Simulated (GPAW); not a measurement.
# Ballistic transport through a Sb chain with a P atom bridging one bond, cheap and dear

How well does a Sb chain with a P atom bridging one bond conduct at low bias, and how far do basis and functional move the answer?

Main program and level: GPAW 26.7.0; GPAW LCAO, PAW setups; Landauer transmission from Green's functions with principal layers (ASE), zero bias.

## Step 1: The starting structure

The cell holds 9 atoms: 8 Sb and 1 P. Its edges and angles: a = 9.000 Å, b = 9.000 Å, c = 22.200 Å, α = 90.0°, β = 90.0°, γ = 90.0°. Regions: left lead, 4 atoms (4 Sb); channel, 1 atom (1 P); right lead, 4 atoms (4 Sb). Vacuum lies along a and b. The structure is stacked along c, and the current runs across the ab planes.

## Step 2: Double-zeta polarised basis

Localised orbitals split the wire into layers that couple to their neighbours alone, which is what the Green's function method needs; double zeta with polarisation is the usual level for numbers.

File run.py:

```python
import json
import numpy as np
from ase import Atoms
from ase.transport.calculators import TransportCalculator
from gpaw import GPAW, FermiDirac
from gpaw.lcao.tools import get_lcao_hamiltonian
from scipy.linalg import eigh

# The junction with lead layers at both ends, along the third cell vector
device = Atoms(
    ['Sb', 'Sb', 'Sb', 'Sb', 'P', 'Sb', 'Sb', 'Sb', 'Sb'],
    positions=[
        [4.50000, 4.50000, 1.37500],
        [4.50000, 4.50000, 4.12500],
        [4.50000, 4.50000, 6.87500],
        [4.50000, 4.50000, 9.62500],
        [6.37088, 4.50000, 11.10000],
        [4.50000, 4.50000, 12.57500],
        [4.50000, 4.50000, 15.32500],
        [4.50000, 4.50000, 18.07500],
        [4.50000, 4.50000, 20.82500]],
    cell=[[9.0, 0.0, 0.0], [0.0, 9.0, 0.0], [0.0, 0.0, 22.2]],
    pbc=True)

# One principal layer of the lead: the first 2 atoms of the device
lead = Atoms(
    ['Sb', 'Sb'],
    positions=[
        [4.50000, 4.50000, 1.37500],
        [4.50000, 4.50000, 4.12500]],
    cell=[[9.0, 0.0, 0.0], [0.0, 9.0, 0.0], [0.0, 0.0, 5.5]],
    pbc=True)

settings = dict(mode='lcao', basis='dzp', xc='PBE', h=0.2,
                occupations=FermiDirac(0.1), maxiter=250,
                mixer=dict(beta=0.1, nmaxold=8, weight=100.0),
                convergence=dict(density=0.0001))
energies = np.arange(-2, 2 + 1e-9, 0.05)
eta = 0.0001
n1, n2 = 1, 1
# k and -k transmit alike, so half of the mesh across the current serves
mesh = [(i, j) for i in range(n1) for j in range(n2) if (i, j) <= (-i % n1, -j % n2)]
weights = np.array([1 if (i, j) == (-i % n1, -j % n2) else 2 for i, j in mesh]) / (n1 * n2)

# [... helper functions left out ...]
fermi_lead = ground_state(lead, (1, 1, 20), 'lead.txt')
fermi_device = ground_state(device, (1, 1, 4), 'device.txt')
# [... loop over the mesh left out, but for ...]
        # Shift the lead onto the potential of the device's first layer
        shift = ((H[:, 0, 0] - H0[:, 0, 0]) / S0[0, 0]).real.mean()
# [...]
kT = 8.617333e-5 * 500
bias = [0.1, 0.2, 0.5, 1.0, 1.5, 2.0]
# [... integrals and printing left out ...]
```

Command:

```bash
$ OMP_NUM_THREADS=1 OPENBLAS_NUM_THREADS=1 python run.py
```

What it wrote:

```text
basis functions: device 197, principal layer 46
Fermi level: lead -3.1685 eV, device -2.9895 eV; lead shifted by -0.0016 eV
largest coupling past the next layer 7.84e-05 eV, largest misfit of the first layer 0.056 eV
  E-E_F (eV)   T (one spin)  [channel counts left out]
    -2.000    2.9989e-01
    -1.950    3.1791e-01
    -1.900    3.2367e-01
    -1.850    3.1155e-01
    -1.800    2.7115e-01
    -1.750    1.8319e-01
    -1.700    3.6890e-02
    -1.650    1.5957e-01
    -1.600    9.1860e-01
    -1.550    1.0619e+00
    -1.500    1.1406e+00
    -1.450    1.2017e+00
    -1.400    1.2547e+00
    -1.350    1.3036e+00
    -1.300    1.3503e+00
    -1.250    1.3955e+00
[...]
1.650    1.0527e+00
     1.700    1.0569e+00
     1.750    1.0573e+00
     1.800    1.0535e+00
     1.850    1.0452e+00
     1.900    1.0325e+00
     1.950    1.0152e+00
     2.000    9.9953e-01
conductance at 500 K: 1.7621 G0 a cell; thermopower 1.727 uV/K
current from the zero-bias T(E) at 0.1 V: 13.651 uA
current from the zero-bias T(E) at 0.2 V: 27.289 uA
current from the zero-bias T(E) at 0.5 V: 67.994 uA
current from the zero-bias T(E) at 1.0 V: 134.31 uA
current from the zero-bias T(E) at 1.5 V: 197 uA
current from the zero-bias T(E) at 2.0 V: 253.88 uA
```

It took 45 s on 1 thread of Arm Neoverse N1, shared host; peak memory 0.77 GiB.

Numbers from this step:

* conductance: 1.762 G₀
* thermopower: 1.727 μV/K
* largest coupling past the next principal layer: 7.84e-5 eV
* largest misfit of the first principal layer: 0.05610 eV
* shift that aligns the lead: -0.001628 eV
* basis functions of the junction: 197
* basis functions of a principal layer: 46
* transmission at the Fermi level (one spin): 1.764

One spin. Table of transmission, zone mean by energy, zero at the Fermi level:

energy (eV), transmission, zone mean and a bar:
```
    -2.00       0.30 ####
    -1.85       0.31 #####
    -1.70       0.04 
    -1.60       0.92 ###############
    -1.45       1.20 ####################
    -1.30       1.35 ######################
    -1.15       1.48 ########################
    -1.05       1.56 ##########################
    -0.90       1.66 ############################
    -0.75       1.74 #############################
    -0.60       1.78 ##############################
    -0.50       1.80 ##############################
    -0.35       1.81 ##############################
    -0.20       1.80 ##############################
    -0.05       1.78 #############################
     0.00       1.76 #############################
     0.05       1.75 #############################
     0.20       1.70 ############################
     0.35       1.64 ###########################
     0.50       1.55 ##########################
     0.60       1.49 #########################
     0.75       1.37 #######################
     0.90       1.24 ####################
     1.05       1.12 ##################
     1.15       1.05 #################
     1.30       1.01 ################
     1.45       1.02 #################
     1.60       1.05 #################
     1.70       1.06 #################
     1.85       1.05 #################
     2.00       1.00 ################
```

Not self-consistent under bias; the bias window is split evenly. Table of current through one cell, from the zero-bias transmission by bias:

```tsv
bias (V)	current through one cell, from the zero-bias transmission (μA)
0.100	13.7
0.200	27.3
0.500	68.0
1.000	134
1.500	197
2.000	254
```

The transmission of the three most open eigenchannels by energy, zero at the Fermi level:

```tsv
energy (eV)	channel 1	channel 2	channel 3
-2.000	0.300	2.4e-11	0
-1.800	0.271	1.9e-11	1.4e-11
-1.600	0.919	2.9e-7	1.3e-7
-1.400	0.934	0.318	0.00252
-1.200	0.958	0.481	2.4e-4
-1.000	0.970	0.625	0.00397
-0.800	0.976	0.731	0.00988
-0.600	0.979	0.789	0.0166
-0.400	0.981	0.805	0.0234
-0.200	0.983	0.789	0.0291
0.000	0.984	0.747	0.0332
0.200	0.985	0.681	0.0351
0.400	0.986	0.590	0.0347
0.600	0.986	0.468	0.0325
0.800	0.987	0.314	0.0290
1.000	0.988	0.146	0.0246
1.200	0.989	0.0237	0.0198
1.400	0.990	0.0148	0.00452
1.600	0.992	0.0436	0.00975
1.800	0.995	0.0536	0.00476
2.000	1.000	1.7e-8	1.8e-9
```

Couplings past the next layer reach 7.8e-5 eV, small enough to drop; the matrix elements of the cell's first layer differ from the bulk lead's by up to 0.056 eV. That layer keeps its own values in the calculation, and only beyond it is the lead taken as perfect. The Fermi levels of lead and junction count from different zeros of potential, one for each periodic cell; with both set to zero, the small remaining shift is what aligns them. By hand: G = 1.762 × 77.48 μS = 137 μS, a resistance of 7.32 kΩ; at 0.1 V a linear junction would pass 13.7 μA, and the integral over the bias window gives 13.7 μA. Mott's formula, S = -(π²/3)(k_B²T/e) d ln T/dE, has the prefactor 12.2 μV/K·eV at 500 K; T = 1.776 at -0.05 eV and 1.751 at 0.05 eV give a slope of -0.141 per eV and S = 1.73 μV/K, beside 1.73 μV/K from the thermal integral, which interpolates the same grid.

## Step 3: GPAW, szp: basis = "szp(dzp)"

The second zeta is dropped, the polarisation orbitals stay.

Changes to run.py since step 2:

```diff
@@ -33,3 +33,3 @@
 
-settings = dict(mode='lcao', basis='dzp', xc='PBE', h=0.2,
+settings = dict(mode='lcao', basis='szp(dzp)', xc='PBE', h=0.2,
                 occupations=FermiDirac(0.1), maxiter=250,
```

What it wrote:

```text
basis functions: device 121, principal layer 28
Fermi level: lead -3.3263 eV, device -3.1627 eV; lead shifted by 0.0050 eV
largest coupling past the next layer 7.83e-05 eV, largest misfit of the first layer 0.060 eV
  E-E_F (eV)   T (one spin)  channels
    -2.000    3.3398e-01    1.0000
    -1.950    3.5504e-01    1.0000
    -1.900    3.6627e-01    1.0000
    -1.850    3.6341e-01    1.0000
    -1.800    3.3827e-01    1.0000
    -1.750    2.7343e-01    1.0000
    -1.700    1.3446e-01    1.0000
    -1.650    1.3855e-02    1.0000
    -1.600    8.3190e-01    1.0000
    -1.550    1.0698e+00    3.0000
    -1.500    1.1508e+00    3.0000
    -1.450    1.2108e+00    3.0000
    -1.400    1.2626e+00    3.0000
    -1.350    1.3109e+00    3.0000
    -1.300    1.3576e+00    3.0000
    -1.250    1.4032e+00    3.0000
[...]
1.650    1.0241e+00    3.0000
     1.700    1.0301e+00    3.0000
     1.750    1.0337e+00    3.0000
     1.800    1.0340e+00    3.0000
     1.850    1.0306e+00    3.0000
     1.900    1.0232e+00    3.0000
     1.950    1.0118e+00    3.0000
     2.000    9.9952e-01    1.0000
conductance at 500 K: 1.7866 G0 a cell; thermopower 1.48 uV/K
current from the zero-bias T(E) at 0.1 V: 13.84 uA
current from the zero-bias T(E) at 0.2 V: 27.669 uA
current from the zero-bias T(E) at 0.5 V: 68.969 uA
current from the zero-bias T(E) at 1.0 V: 136.43 uA
current from the zero-bias T(E) at 1.5 V: 200.61 uA
current from the zero-bias T(E) at 2.0 V: 259.26 uA
```

The job ended after 38 s (1 thread; peak memory 0.75 GiB).

Numbers from this step:

- conductance: 1.787 G₀
- largest coupling past the next principal layer: 7.83e-5 eV
- largest misfit of the first principal layer: 0.06013 eV
- shift that aligns the lead: 0.005048 eV
- basis functions of the junction: 121
- basis functions of a principal layer: 28
- transmission at the Fermi level (one spin): 1.789
- open channels of the lead at the Fermi level (one spin): 3

One spin. The transmission, zone mean by energy, zero at the Fermi level:

energy (eV), transmission, zone mean and a bar from the least value:
```
   -2.000       0.33 
   -1.800       0.34 
   -1.600       0.83 ##########
   -1.400       1.26 ###################
   -1.200       1.45 ######################
   -1.000       1.61 ##########################
   -0.800       1.73 ############################
   -0.600       1.80 #############################
   -0.400       1.83 ##############################
   -0.350       1.83 ##############################
   -0.200       1.82 ##############################
    0.000       1.79 #############################
    0.200       1.73 ############################
    0.400       1.65 ###########################
    0.600       1.55 ########################
    0.800       1.41 ######################
    1.000       1.24 ##################
    1.200       1.08 ###############
    1.400       1.01 #############
    1.600       1.02 ##############
    1.800       1.03 ##############
    2.000       1.00 #############
```

Crossings of the lead's bands, unfolded to its shortest repeat. Open channels, zone mean against energy, zero at the Fermi level:

```tsv
energy (eV)	open channels, zone mean
-2.00	1
-1.85	1
-1.70	1
-1.60	1
-1.45	3
-1.30	3
-1.15	3
-1.05	3
-0.90	3
-0.75	3
-0.60	3
-0.50	3
-0.35	3
-0.20	3
-0.05	3
0.00	3
0.05	3
0.20	3
0.35	3
0.50	3
0.60	3
0.75	3
0.90	3
1.05	3
1.15	3
1.30	3
1.45	3
1.60	3
1.70	3
1.85	3
2.00	1
```

Not self-consistent under bias; the bias window is split evenly. Table of current through one cell, from the zero-bias transmission by bias:

```tsv
bias (V)	current through one cell, from the zero-bias transmission (μA)
0.100	13.8
0.200	27.7
0.500	69.0
1.000	136
1.500	201
2.000	259
```

Table of transmission of the three most open eigenchannels by energy, zero at the Fermi level:

```tsv
energy (eV)	channel 1	channel 2	channel 3
-2.000	0.334	0	0
-1.800	0.338	8.4e-12	2.8e-12
-1.600	0.832	9.3e-8	6.7e-8
-1.400	0.941	0.314	0.00743
-1.200	0.967	0.481	2.1e-4
-1.000	0.977	0.634	0.00131
-0.800	0.982	0.746	0.00548
-0.600	0.984	0.806	0.0108
-0.400	0.986	0.824	0.0164
-0.200	0.987	0.812	0.0212
0.000	0.988	0.776	0.0247
0.200	0.988	0.719	0.0264
0.400	0.989	0.638	0.0263
0.600	0.989	0.531	0.0248
0.800	0.989	0.393	0.0222
1.000	0.990	0.229	0.0189
1.200	0.990	0.0758	0.0152
1.400	0.992	0.0113	0.00233
1.600	0.993	0.0160	0.00746
1.800	0.996	0.0344	0.00366
2.000	1.000	2.2e-8	2.2e-9
```

The conductance, 1.79 G₀, lies 1.4 % above that of the dzp run.

## Step 4: GPAW, sz: basis = "sz(dzp)"

The minimal basis is the cheapest rung: no second zeta and no polarisation.

Changes to run.py since step 3:

```diff
@@ -33,3 +33,3 @@
 
-settings = dict(mode='lcao', basis='szp(dzp)', xc='PBE', h=0.2,
+settings = dict(mode='lcao', basis='sz(dzp)', xc='PBE', h=0.2,
                 occupations=FermiDirac(0.1), maxiter=250,
```

What it wrote:

```text
basis functions: device 76, principal layer 18
Fermi level: lead -3.0919 eV, device -2.9927 eV; lead shifted by -0.0052 eV
largest coupling past the next layer 7.89e-05 eV, largest misfit of the first layer 0.071 eV
  E-E_F (eV)   T (one spin)  [channel counts left out]
    -2.000    4.9571e-01
    -1.950    5.2780e-01
    -1.900    5.5486e-01
[...]
1.950    9.9950e-01
     2.000    9.9946e-01
conductance at 500 K: 1.784 G0 a cell; thermopower 1.698 uV/K
current from the zero-bias T(E) at 0.1 V: 13.82 uA
current from the zero-bias T(E) at 0.2 V: 27.626 uA
current from the zero-bias T(E) at 0.5 V: 68.832 uA
current from the zero-bias T(E) at 1.0 V: 135.97 uA
current from the zero-bias T(E) at 1.5 V: 199.61 uA
current from the zero-bias T(E) at 2.0 V: 257.93 uA
```

Elapsed: 30 s, on 1 thread; peak memory 0.72 GiB.

Numbers from this step:

```
conductance                                    : 1.784 G₀
thermopower                                    : 1.698 μV/K
largest coupling past the next principal layer : 7.89e-5 eV
largest misfit of the first principal layer    : 0.07053 eV
shift that aligns the lead                     : -0.005182 eV
basis functions of the junction                : 76
basis functions of a principal layer           : 18
transmission at the Fermi level (one spin)     : 1.786
```

One spin. Transmission, zone mean against energy, zero at the Fermi level:

energy (eV), transmission, zone mean and a bar from the least value:
```
    -2.00       0.50 
    -1.90       0.55 #
    -1.80       0.58 ##
    -1.70       0.82 #######
    -1.55       1.24 #################
    -1.45       1.34 ###################
    -1.35       1.43 #####################
    -1.25       1.50 #######################
    -1.15       1.57 ########################
    -1.05       1.64 ##########################
    -0.90       1.72 ###########################
    -0.80       1.76 ############################
    -0.70       1.79 #############################
    -0.60       1.81 ##############################
    -0.50       1.83 ##############################
    -0.40       1.83 ##############################
    -0.35       1.83 ##############################
    -0.25       1.83 ##############################
    -0.15       1.82 ##############################
    -0.05       1.80 #############################
     0.00       1.79 #############################
     0.05       1.77 #############################
     0.15       1.74 ############################
     0.25       1.70 ###########################
     0.40       1.63 #########################
     0.50       1.57 ########################
     0.60       1.50 #######################
     0.70       1.43 #####################
     0.80       1.35 ###################
     0.90       1.27 #################
     1.05       1.14 ###############
     1.15       1.08 #############
     1.25       1.03 ############
     1.35       1.00 ###########
     1.45       1.00 ###########
     1.55       1.00 ###########
     1.70       1.01 ############
     1.80       1.02 ############
     1.90       1.01 ###########
     2.00       1.00 ###########
```

The conductance, 1.78 G₀, lies 1.2 % above that of the dzp run.

## Step 5: RPBE in the dzp basis: xc = "RPBE"

Back in the dzp basis, the functional changes from PBE to RPBE, to set the spread between functionals beside that between bases.

Changes to run.py since step 4:

```diff
@@ -33,3 +33,3 @@
 
-settings = dict(mode='lcao', basis='sz(dzp)', xc='PBE', h=0.2,
+settings = dict(mode='lcao', basis='dzp', xc='RPBE', h=0.2,
                 occupations=FermiDirac(0.1), maxiter=250,
```

What it wrote:

```text
basis functions: device 197, principal layer 46
Fermi level: lead -3.0809 eV, device -2.9028 eV; lead shifted by -0.0030 eV
largest coupling past the next layer 7.85e-05 eV, largest misfit of the first layer 0.059 eV
  E-E_F (eV)   T (one spin)  [channel counts left out]
    -2.000    2.9516e-01
    -1.950    3.1105e-01
    -1.900    3.1400e-01
[...]
1.950    1.0146e+00
     2.000    9.9951e-01
conductance at 500 K: 1.756 G0 a cell; thermopower 1.783 uV/K
current from the zero-bias T(E) at 0.1 V: 13.603 uA
current from the zero-bias T(E) at 0.2 V: 27.194 uA
current from the zero-bias T(E) at 0.5 V: 67.763 uA
current from the zero-bias T(E) at 1.0 V: 133.89 uA
current from the zero-bias T(E) at 1.5 V: 196.46 uA
current from the zero-bias T(E) at 2.0 V: 253.29 uA
```

Run time: 49 s. Hardware: 1 thread; peak memory 0.77 GiB.

Numbers from this step:

```
conductance                                    : 1.756 G₀
thermopower                                    : 1.783 μV/K
largest coupling past the next principal layer : 7.85e-5 eV
largest misfit of the first principal layer    : 0.05916 eV
shift that aligns the lead                     : -0.002982 eV
basis functions of the junction                : 197
basis functions of a principal layer           : 46
transmission at the Fermi level (one spin)     : 1.758
```

The conductance, 1.76 G₀, lies 0.4 % below that of the dzp run.

## Step 6: All levels side by side

Times are for 1 thread of Arm Neoverse N1, shared host. The series side by side:

```tsv
no.	run	conductance (G₀)	time	memory (GiB)
1	dzp	1.762	45 s	0.77
2	szp	1.787	38 s	0.75
3	sz	1.784	30 s	0.72
4	dzp RPBE	1.756	49 s	0.77
```

## Step 7: Comparison

The curves are compared point by point over the common energies.

This step: comparison of transmission and cost over codes and levels (GPAW 26.7.0).

Ladder, by row:

```tsv
step	code	T at the Fermi level (sum over the listed spins)	conductance (G0)	r.m.s. T(E) from the first	wall time (s)	peak memory (GiB)	threads
dzp	GPAW	1.764	1.762	0	45.41	0.77	1
szp	GPAW	1.788	1.787	0.0436	38.08	0.75	1
sz	GPAW	1.786	1.784	0.161	30.23	0.72	1
dzp-RPBE	GPAW	1.758	1.756	0.01066	48.86	0.77	1
```

Transmission, zone mean, sum over the listed spins against energy, zero at the Fermi level:

```tsv
energy (eV)	dzp	szp	sz	dzp-RPBE
-2.0000	0.300	0.334	0.496	0.295
-1.7500	0.183	0.273	0.556	0.156
-1.5000	1.14	1.15	1.29	1.14
-1.2500	1.40	1.40	1.50	1.40
-1.0000	1.60	1.61	1.67	1.60
-0.7500	1.74	1.75	1.78	1.74
-0.5000	1.80	1.82	1.83	1.80
-0.3500	1.81	1.83	1.83	1.81
-0.2500	1.81	1.82	1.83	1.80
0.0000	1.76	1.79	1.79	1.76
0.2500	1.68	1.72	1.70	1.67
0.5000	1.55	1.60	1.57	1.55
0.7500	1.37	1.44	1.39	1.37
1.0000	1.16	1.24	1.18	1.16
1.2500	1.02	1.05	1.03	1.02
1.5000	1.03	1.00	0.998	1.03
1.7500	1.06	1.03	1.02	1.06
2.0000	1.000	1.000	0.999	1.000
```

(Part 1 of 2 ends here.)

[Logs are printed without paths, hosts, clocks, repeated set-up lines and the standing remarks that a program may print on its own settings, such as how far it seeks lower states.]

[Hosts, paths, dates, database ids (printed as entryN), source tags and the programs' standing remarks are cut or masked in the printed files.]
